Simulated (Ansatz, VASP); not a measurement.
**Two plane-wave programs on Sn**

```xyz
1
Lattice="0.0000 2.5226 2.5226 2.5226 0.0000 2.5226 2.5226 2.5226 0.0000" Properties=species:S:1:pos:R:3 pbc="T T T"
Sn    0.0000    0.0000    0.0000
```

Alike in both runs: task single point; functional BLYP; k mesh 12 × 12 × 12; occupations fermi-dirac, width 0.1 eV; no spin polarisation.

|  | VASP | Ansatz |
| --- | --- | --- |
| version | VASP 6.6.1 | Ansatz 0.2.0 |
| potentials or method | VASP PAW PBE potentials, release 64 (Sn_d) | plane waves (420 eV) with PAW, scalar-relativistic |
| plane-wave cutoff (eV) | 520 | 420 |
| valence electrons in the cell | 14 | 14 |

|  | VASP | Ansatz | Ansatz less VASP |
| --- | --- | --- | --- |
| pressure (GPa) | -1.1 | -1.1 | +0.05 |

Caveats: the PAW data sets were made with another functional, which shifts forces and pressure a little (VASP).
